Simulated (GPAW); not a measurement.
# PbSe (Clausthalite) (Fm-3m) in GPAW: settings compared

The runs below take PbSe (Clausthalite) through band structure, with RPBE, vdW-DF-cx.

Everything below comes from runs of GPAW 26.7.0. Logs are shortened: lines on timing, memory, paths and dates and some standing lists are left out, and cuts for length are marked. The log counts tension as positive stress, the text compression.

**The experiment to reproduce.**

From a printed reference work, monograph, for a bulk crystal of PbSe at 4.2 K: band gap 0.15 eV (direct).

The runs below are set against these values where they give the same quantity.

### 1 Starting point

The structure is cubic, space group Fm-3m (No. 225). The conventional cell has a = 6.121 Å, b = 6.121 Å, c = 6.121 Å, α = 90.00°, β = 90.00°, γ = 90.00°. Pb (site symmetry m-3m) has 6 Se at 3.06 Å as nearest neighbours. Se (site symmetry m-3m) is surrounded by 6 Pb at 3.06 Å.

### 2 Band structure, RPBE, spin-orbit coupling, no magnetisation

run.py

```python
import numpy as np
from ase.dft.bandgap import bandgap
from ase.io import write
from ase.spacegroup import crystal
from ase.units import GPa
from gpaw import GPAW, PW
from gpaw.spinorbit import soc_eigenstates

# Pb 4a
# Se 4b
atoms = crystal(['Pb', 'Se'],
                basis=[[0.0, 0.0, 0.0],
                       [0.5, 0.0, 0.0]],
                spacegroup=225, setting=1,  # Fm-3m
                cellpar=[6.1213, 6.1213, 6.1213, 90.0, 90.0, 90.0],
                primitive_cell=True)

calc = GPAW(mode=PW(600),
            xc='RPBE',
            kpts={'size': (6, 6, 6), 'gamma': True},
            occupations={'name': 'fermi-dirac', 'width': 0.05},
            nbands=19,
            convergence={'density': 1e-05, 'energy': 1e-05},
            maxiter=150,
            txt='gpaw.txt')
atoms.calc = calc
energy = atoms.get_potential_energy()
forces = atoms.get_forces()
stress = atoms.get_stress()
calc.write('gs.gpw')
write('result.traj', atoms)
print(f'Energy: {energy:.6f} eV')
print('Forces (eV/A):')
print(forces.round(4))
print('Stress (GPa):', (stress / GPa).round(3))
print('Fermi level:', round(calc.get_fermi_level(), 4), 'eV')
print(f'Gap: {bandgap(calc)[0]:.4f} eV, direct: {bandgap(calc, direct=True)[0]:.4f} eV')

path = atoms.cell.bandpath('GXWKGLUWLK,UX', npoints=60, eps=1e-4)
bs_calc = calc.fixed_density(kpts=path, symmetry='off', nbands=31,
                             convergence={'bands': 'CBM+6.0', 'eigenstates': 1e-6}, txt='bands.txt')
bs = bs_calc.band_structure()
bs.write('bs.json')
print(f'Gap on the path: {bandgap(bs_calc)[0]:.4f} eV')

soc = soc_eigenstates(bs_calc, theta=90, phi=0)
np.savetxt('soc_bands.dat', soc.eigenvalues(), fmt='%.4f')
mesh = soc_eigenstates('gs.gpw', theta=90, phi=0)
np.savetxt('soc_mesh.dat', mesh.eigenvalues(), fmt='%.4f')
print('Fermi level with spin-orbit coupling:', round(mesh.fermi_level, 4), 'eV')
```

Potentials or basis: the program's PAW data sets (release 1.2.1) made for this functional, pw.

Launch:

```bash
OMP_NUM_THREADS=1 python run.py
```

gpaw.txt:

```text
__  _  _
 | _ |_)|_||  |
 |__||  | ||/\| - 26.7.0

Input parameters:
  mode=PW(ecut=600.0),
  convergence={'density': 1e-05, 'energy': 1e-05},
  kpts=MonkhorstPack(size=(6, 6, 6), gamma=True),
  maxiter=150,
  nbands=19,
  occupations=Occupations(name='fermi-dirac', width=0.05),
  xc=XC(name='RPBE')

Diagonalizing LCAO Hamiltonian
Converting LCAO to pw mode

                Se

       Pb

Atoms  # Å, Bohr magnetons
|   | symbol |        x |        y |        z |    initial magnetic moments |
|---|--------|----------|----------|----------|-----------------------------|
| 0 |     Pb | 0.000000 | 0.000000 | 0.000000 | ( 0.0000,  0.0000,  0.0000) |
| 1 |     Se | 3.060650 | 3.060650 | 3.060650 | ( 0.0000,  0.0000,  0.0000) |

Unit cell  # Å
| periodic |        x |        y |        z |  lengths |    angles |
|----------|----------|----------|----------|----------|-----------|
|      yes | 0.000000 | 3.060650 | 3.060650 | 4.328413 | 60.000000 |
|      yes | 3.060650 | 0.000000 | 3.060650 | 4.328413 | 60.000000 |
|      yes | 3.060650 | 3.060650 | 0.000000 | 4.328413 | 60.000000 |

Number of symmetries: 48
Symmetry operations  # r_c * U_cc + t_c -> r_c
|    | kind |            matrix            |
|----|------|------------------------------|
|  0 |  σ   |  1, 0, 0,  1, 0,-1,  1,-1, 0 |
|  1 |  C2  |  1, 0, 0,  1,-1, 0,  1, 0,-1 |
|  2 |  E   |  1, 0, 0,  0, 1, 0,  0, 0, 1 |
|  3 |  σ   |  1, 0, 0,  0, 0, 1,  0, 1, 0 |
|  4 |  C4  |  1, 0,-1,  1, 0, 0,  1,-1, 0 |
|  5 |  S6  |  1, 0,-1,  1,-1, 0,  1, 0, 0 |
|  6 |  σ   |  1, 0,-1,  0, 1,-1,  0, 0,-1 |
|  7 |  C3  |  1, 0,-1,  0, 0,-1,  0, 1,-1 |
|  8 |  S6  |  1,-1, 0,  1, 0, 0,  1, 0,-1 |
|  9 |  C4  |  1,-1, 0,  1, 0,-1,  1, 0, 0 |
| 10 |  C3  |  1,-1, 0,  0,-1, 1,  0,-1, 0 |
| 11 |  σ   |  1,-1, 0,  0,-1, 0,  0,-1, 1 |
| 12 |  σ   |  0, 1, 0,  1, 0, 0,  0, 0, 1 |
| 13 |  C4  |  0, 1, 0,  0, 1,-1, -1, 1, 0 |
| 14 |  C3  |  0, 1, 0,  0, 0, 1,  1, 0, 0 |
| 15 |  S6  |  0, 1, 0, -1, 1, 0,  0, 1,-1 |
| 16 |  C2  |  0, 1,-1,  1, 0,-1,  0, 0,-1 |
| 17 |  σ   |  0, 1,-1,  0, 1, 0, -1, 1, 0 |
| 18 |  S4  |  0, 1,-1,  0, 0,-1,  1, 0,-1 |
| 19 |  C4  |  0, 1,-1, -1, 1, 0,  0, 1, 0 |
| 20 |  C3  |  0, 0, 1,  1, 0, 0,  0, 1, 0 |
| 21 |  σ   |  0, 0, 1,  0, 1, 0,  1, 0, 0 |
| 22 |  S6  |  0, 0, 1,  0,-1, 1, -1, 0, 1 |
| 23 |  C4  |  0, 0, 1, -1, 0, 1,  0,-1, 1 |
| 24 |  S4  |  0, 0,-1,  1, 0,-1,  0, 1,-1 |
| 25 |  C3  |  0, 0,-1,  0, 1,-1,  1, 0,-1 |
| 26 |  C2  |  0, 0,-1,  0,-1, 0, -1, 0, 0 |
| 27 |  S6  |  0, 0,-1, -1, 0, 0,  0,-1, 0 |
| 28 |  S4  |  0,-1, 1,  1,-1, 0,  0,-1, 0 |
| 29 |  C4  |  0,-1, 1,  0, 0, 1, -1, 0, 1 |
| 30 |  C2  |  0,-1, 1,  0,-1, 0,  1,-1, 0 |
| 31 |  σ   |  0,-1, 1, -1, 0, 1,  0, 0, 1 |
| 32 |  C3  |  0,-1, 0,  1,-1, 0,  0,-1, 1 |
| 33 |  S6  |  0,-1, 0,  0, 0,-1, -1, 0, 0 |
| 34 |  S4  |  0,-1, 0,  0,-1, 1,  1,-1, 0 |
| 35 |  C2  |  0,-1, 0, -1, 0, 0,  0, 0,-1 |
| 36 |  C2  | -1, 1, 0,  0, 1, 0,  0, 1,-1 |
| 37 |  S6  | -1, 1, 0,  0, 1,-1,  0, 1, 0 |
| 38 |  S4  | -1, 1, 0, -1, 0, 1, -1, 0, 0 |
| 39 |  C3  | -1, 1, 0, -1, 0, 0, -1, 0, 1 |
| 40 |  S6  | -1, 0, 1,  0, 0, 1,  0,-1, 1 |
| 41 |  C2  | -1, 0, 1,  0,-1, 1,  0, 0, 1 |
| 42 |  C3  | -1, 0, 1, -1, 1, 0, -1, 0, 0 |
| 43 |  S4  | -1, 0, 1, -1, 0, 0, -1, 1, 0 |
| 44 |  C2  | -1, 0, 0,  0, 0,-1,  0,-1, 0 |
| 45 |  i   | -1, 0, 0,  0,-1, 0,  0, 0,-1 |
| 46 |  σ   | -1, 0, 0, -1, 1, 0, -1, 0, 1 |
[... 68 lines left out ...]
    |    s |        |      15.312 |    1.259 |
    |    p |        |      23.777 |    1.275 |
    |    d |        |       6.004 |    1.217 |

    Using partial waves for Pb as LCAO basis

  Se:
    name:    Selenium
    Z:       34.0
    valence: 6
    core:    28
    charge:  0.0  # [|e|]
    compensation charges:
      type: gauss
      rc: 0.27  # [Å]
      lmax: 2
    cutoffs:
      filter: 1.77  # [Å]
      core: 2.67  # [Å]
    projectors
    | kind |    occ | energy [eV] | rcut [Å] |
    |------|--------|-------------|----------|
    |   4s |  2.000 |     -17.221 |    0.847 |
    |   4p |  4.000 |      -6.481 |    1.005 |
    |    s |        |       9.991 |    0.847 |
    |    p |        |      20.730 |    1.005 |
    |    d |        |       0.000 |    0.847 |

    Using partial waves for Se as LCAO basis

Reference energy: -633399.917794  # eV

eigensolver:
  PPCG
  Converge bands: occupied
  niter=2

density mixing:
  MSR1-Mixer
  Pratt-step length: 0.05
  Maximum mixing coefficient: 0.75
  Old densities: 10
  SVD Regularization: 0.005
  Good broyden scale: 1.0
  Trust region scale: 1.0
  Backstep threshold: 4.0
  History deletion threshold: 6.0
  Fourier metric: weight=20.0, sigma=0.015

occupation numbers:
  Fermi-Dirac:
    width: 0.0500  # eV

poisson solver:
  ecut: 4800.0  # eV

xc functional:
  name: RPBE with 2 nearest neighbor stencil

convergence criteria:
- Maximum integral of absolute [dens]ity change: 1e-05 electrons / valence electron
- Maximum [total energy] change in last 3 cyles: 1e-05 eV / valence electron
- Maximum integral of absolute [eigenst]ate change: 4e-08 eV^2 / valence electron
maximum number of iterations: 150

SCF iterations
|iter     | |      energy | eigst |  dens |
|---------|-|-------------|-------|-------|
|iter:   1| |   -7.934805 | -0.22 |       |
|iter:   2| |   -7.873707 | -2.07 | -1.22 |
|iter:   3| |   -7.678119 | -1.85 | -1.27 |
|iter:   4| |   -7.682153 | -3.66 | -1.89 |
|iter:   5| |   -7.683723 | -4.11 | -2.26 |
|iter:   6| |   -7.683794 | -5.40 | -3.15 |
|iter:   7| |   -7.683804c| -6.51 | -3.67 |
|iter:   8| |   -7.683804c| -7.42c| -4.42 |
|iter:   9| |   -7.683804c| -7.52c| -5.08c|

Converged in 9 steps
Energy contributions relative to reference atoms: (reference = -633399.917794)

Energy contributions:
  Kinetic:          22.408842
  Coulomb:         -22.251219
  Zero:             -0.077861
  External:          0.000000
  Xc:               -7.763270
  Entropy:          -0.000593
  Spinorbit:         0.000000
  ----------------------------
  Free energy:      -7.684101
  Extrapolated:     -7.683804

dipole moment: (-25.844386, -25.844386, -25.844386)  # |e|*Ang

Fermi level: 6.430
Eigenvalues  # (at kpt = [0.000, 0.000, 0.000])
| band index |      eig [eV] | occ [0-2] |
|------------|---------------|-----------|
|          0 |       -10.667 |     2.000 |
|        ... |               |           |
|          2 |       -10.667 |     2.000 |
|          3 |       -10.664 |     2.000 |
|          4 |       -10.664 |     2.000 |
|          5 |        -7.332 |     2.000 |
|          6 |         0.042 |     2.000 |
|          7 |         4.325 |     2.000 |
[... 9 lines left out ...]
|         17 |        14.774 |     0.000 |
|         18 |        15.231 |     0.000 |

Gap: 0.324 eV
Transition (v -> c):
  (s=0, k=15, n=9, [0.50, 0.50, 0.50]) -> (s=0, k=15, n=10, [0.50, 0.50, 0.50])
No difference between direct/indirect transitions

Forces  # eV/Ang
|       x |        y |        z |
|---------|----------|----------|
| 0.00000 | -0.00000 | -0.00000 |  # Pb   0
| 0.00000 | -0.00000 | -0.00000 |  # Se   1

Stress tensor  # eV/Ang^3
|         x |         y |         z |
|-----------|-----------|-----------|
| -0.024752 |  0.000000 |  0.000000 |
|  0.000000 | -0.024752 | -0.000000 |
|  0.000000 | -0.000000 | -0.024752 |

# Writing to gs.gpw (mode='')
```

stdout:

```text
Energy: -7.683804 eV
Forces (eV/A):
[[ 0. -0. -0.]
 [ 0. -0. -0.]]
Stress (GPa): [-3.966 -3.966 -3.966 -0.     0.     0.   ]
Fermi level: 6.4299 eV
Gap: 0.3243 eV, direct: 0.3243 eV
Gap on the path: 0.3243 eV
Fermi level with spin-orbit coupling: 6.1121 eV
```

Run time: 21 s. Hardware: 1 thread of AMD EPYC 9R14 (Zen 4), shared host; peak memory 0.29 GiB.

Results:

| Property | Result |
| --- | --- |
| Free energy | -7.6841 eV |
| Pressure | 4.0 GPa |
| Band gap on the k mesh | 0.34 eV, direct |
| Band gap along the path | 0.41 eV, direct |

Levels at the corners of the path, in eV from the valence-band top:
| point | band 16 | band 17 | band 18 | band 19 | band 20 | band 21 | band 22 | band 23 | band 24 | band 25 |
| --- | --- | --- | --- | --- | --- | --- | --- | --- | --- | --- |
| Γ | -2.09 | -1.32 | -1.32 | -1.32 | -1.32 | 3.15 | 3.15 | 6.08 | 6.08 | 6.08 |
| X | -4.69 | -3.20 | -3.20 | -2.63 | -2.63 | 4.14 | 4.14 | 4.72 | 4.72 | 6.73 |
| W | -4.10 | -3.76 | -3.76 | -0.44 | -0.44 | 2.01 | 2.01 | 5.27 | 5.27 | 5.50 |
| K | -4.29 | -2.55 | -2.55 | -1.92 | -1.92 | 3.26 | 3.26 | 4.58 | 4.58 | 5.89 |
| Γ | -2.09 | -1.32 | -1.32 | -1.32 | -1.32 | 3.15 | 3.15 | 6.08 | 6.08 | 6.08 |
| L | -1.26 | -1.02 | -1.02 | 0.00 | 0.00 | 0.41 | 0.41 | 1.82 | 1.82 | 2.81 |
| U | -4.29 | -2.55 | -2.55 | -1.92 | -1.92 | 3.25 | 3.26 | 4.58 | 4.58 | 5.89 |
| W | -4.10 | -3.76 | -3.76 | -0.44 | -0.44 | 2.01 | 2.01 | 5.27 | 5.27 | 5.50 |
| L | -1.26 | -1.02 | -1.02 | 0.00 | 0.00 | 0.41 | 0.41 | 1.82 | 1.82 | 2.81 |
| K | -4.29 | -2.55 | -2.55 | -1.92 | -1.92 | 3.26 | 3.26 | 4.58 | 4.58 | 5.89 |
| U | -4.29 | -2.55 | -2.55 | -1.92 | -1.92 | 3.25 | 3.26 | 4.58 | 4.58 | 5.89 |
| X | -4.69 | -3.20 | -3.20 | -2.63 | -2.63 | 4.14 | 4.14 | 4.72 | 4.72 | 6.73 |

Caveat: spin-orbit coupling was added after a scalar SCF, so levels and gaps hold it while energy, forces, pressure and moments don't; this program's spin-orbit splittings come out too wide for heavy elements.

### 3 Band structure, vdW-DF-cx, spin-orbit coupling, no magnetisation

run.py: that of step 2 with these lines changed.

```diff
@@ -1,6 +1,5 @@
 import numpy as np
+from ase import Atoms
 from ase.dft.bandgap import bandgap
 from ase.io import write
-from ase.spacegroup import crystal
-from ase.units import GPa
 from gpaw import GPAW, PW
@@ -8,13 +7,12 @@
 
-# Pb 4a
-# Se 4b
-atoms = crystal(['Pb', 'Se'],
-                basis=[[0.0, 0.0, 0.0],
-                       [0.5, 0.0, 0.0]],
-                spacegroup=225, setting=1,  # Fm-3m
-                cellpar=[6.1213, 6.1213, 6.1213, 90.0, 90.0, 90.0],
-                primitive_cell=True)
+atoms = Atoms(['Pb', 'Se'],
+              cell=[[0.0, 3.06065, 3.06065],
+                    [3.06065, 0.0, 3.06065],
+                    [3.06065, 3.06065, 0.0]],
+              scaled_positions=[[0.0, 0.0, 0.0],
+                                [0.5, 0.5, 0.5]],
+              pbc=True)
 
 calc = GPAW(mode=PW(600),
-            xc='RPBE',
+            xc={'name': 'vdW-DF-cx', 'backend': 'libvdwxc'},
             kpts={'size': (6, 6, 6), 'gamma': True},
@@ -28,3 +26,2 @@
 forces = atoms.get_forces()
-stress = atoms.get_stress()
 calc.write('gs.gpw')
@@ -34,3 +31,2 @@
 print(forces.round(4))
-print('Stress (GPa):', (stress / GPa).round(3))
 print('Fermi level:', round(calc.get_fermi_level(), 4), 'eV')
```

Potentials or basis: GPAW PAW data sets (gpaw-data 1.2.1), pw.

Launch:

```bash
OMP_NUM_THREADS=1 python run.py
```

Wall time 35 s (1 thread of Intel Xeon Platinum 8259CL at 2.50GHz (Skylake/Cascade Lake), shared host); peak memory 0.31 GiB.

The run converged. Its results:

| Property | Result |
| --- | --- |
| Free energy | 135.8653 eV |
| Band gap on the k mesh | 0.44 eV, direct |
| Band gap along the path | 0.45 eV, indirect (least direct gap 0.50 eV) |

Levels at the corners of the path, in eV from the valence-band top:
| point | band 18 | band 19 | band 20 | band 21 | band 22 | band 23 |
| --- | --- | --- | --- | --- | --- | --- |
| Γ | -1.27 | -1.27 | -1.27 | 3.13 | 3.13 | 6.04 |
| X | -3.18 | -2.60 | -2.60 | 4.03 | 4.03 | 4.71 |
| W | -3.76 | -0.39 | -0.39 | 1.98 | 1.98 | 5.23 |
| K | -2.52 | -1.90 | -1.90 | 3.24 | 3.24 | 4.54 |
| Γ | -1.27 | -1.27 | -1.27 | 3.13 | 3.13 | 6.04 |
| L | -0.98 | -0.06 | -0.06 | 0.45 | 0.45 | 1.76 |
| U | -2.52 | -1.90 | -1.90 | 3.24 | 3.24 | 4.54 |
| W | -3.76 | -0.39 | -0.39 | 1.98 | 1.98 | 5.23 |
| L | -0.98 | -0.06 | -0.06 | 0.45 | 0.45 | 1.76 |
| K | -2.52 | -1.90 | -1.90 | 3.24 | 3.24 | 4.54 |
| U | -2.52 | -1.90 | -1.90 | 3.24 | 3.24 | 4.54 |
| X | -3.18 | -2.60 | -2.60 | 4.03 | 4.03 | 4.71 |

Caveat: spin-orbit coupling was added after a scalar SCF, so levels and gaps hold it while energy, forces, pressure and moments don't; this program's spin-orbit splittings come out too wide for heavy elements; the PAW data sets were made with another functional, which shifts forces and pressure a little.

### 4 Comparison with measurements

Step 2. Against the measured gap of PbSe, 0.15 eV (direct; 4.2 K; a printed reference work, monograph), the calculated 0.34 eV is off by +0.19 eV. 2 values of this kind are on record (0.15 to 0.28 eV); this one was drawn at random. The value is that of RPBE on a finite k mesh, which can miss the band edges, without temperature or zero-point motion.

Step 3. Against the measured gap of PbSe, 0.15 eV (direct; 4.2 K; a printed reference work, monograph), the calculated 0.44 eV is off by +0.29 eV. 2 values of this kind are on record (0.15 to 0.28 eV); this one was drawn at random. The value is that of vdW-DF-cx on a finite k mesh, which can miss the band edges, without temperature or zero-point motion.
